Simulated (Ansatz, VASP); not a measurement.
**Fitting the PBEsol energy curve of NiSi2**

Symmetry: Fm-3m, No. 225, cubic system. Conventional cell: a = 5.406 Å, b = 5.406 Å, c = 5.406 Å, α = 90.00°, β = 90.00°, γ = 90.00°. Around Ni (site symmetry m-3m) lie 8 Si at 2.34 Å. Si (site symmetry -43m) has 4 Ni at 2.34 Å as nearest neighbours.

The cell was scaled at fixed shape and fractions and run with Ansatz, all-electron LAPW, scalar-relativistic; PBEsol, k mesh 9 × 9 × 9 on the cell of 3 atoms, fermi-dirac occupations of 0.05 eV, collinear spin, ferromagnetic start, no spin-orbit coupling. Energies are those that the program minimises, any entropy of the smearing included. For a metal such a mesh isn't converged to the digits shown. The moments vanished.

```csv
V (Å³/atom),energy over the lowest row (meV/atom)
12.3758,20.157
12.6392,7.585
12.9025,?
13.1658,0.000
13.4291,3.933
13.6924,12.396
13.9557,24.973
```

Task: Fit the third-order Birch-Murnaghan form, give V0, B0 and B′, and predict the energy left open.

Result: With y = (V0/V)^(2/3), E = E0 + (9 V0 B0/16) [(y - 1)³ B′ + (y - 1)² (6 - 4y)]. Least squares through the rows shown give V0 = 13.0865 Å³/atom, E0 = -0.228 meV, B0 = 154.9 GPa (1 eV/Å³ = 160.218 GPa) and B′ = 3.75, with a largest miss of 0.008 meV. At V = 12.9025 the form with these constants gives 1.051 meV; the run gave 1.050 meV an atom. Other set-ups at this level, from all their volumes (Å³/atom, GPa): VASP, PBE PAW files Ni, Si, 520 eV (made for PBE): V0 13.102, B0 154.6.

The fitted minimum lies slightly below the volume of the listed cell, and the curve rises more steeply on compression than on expansion. This is the usual anharmonicity: squeezing the short Ni-Si contacts quickly raises the Pauli repulsion and kinetic energy, whereas bonding overlap fades more gradually on stretching. The sizeable bulk modulus fits the mixed covalent and metallic bonding of this silicide, in which Ni d states hybridise with Si p states. That mixing also broadens the d states and leaves them largely filled below the Fermi level, which probably explains why the ferromagnetic start collapsed.

The open energy is recovered almost exactly, but it is an interpolation close to the minimum, where the cubic term is small. It therefore supports the smoothness of the curve more than the value of B′, which rests on the outer volumes. The close VASP values support V0 and B0 as results of the functional, not its accuracy against experiment. Uniform scaling leaves the resistance to shear untested.
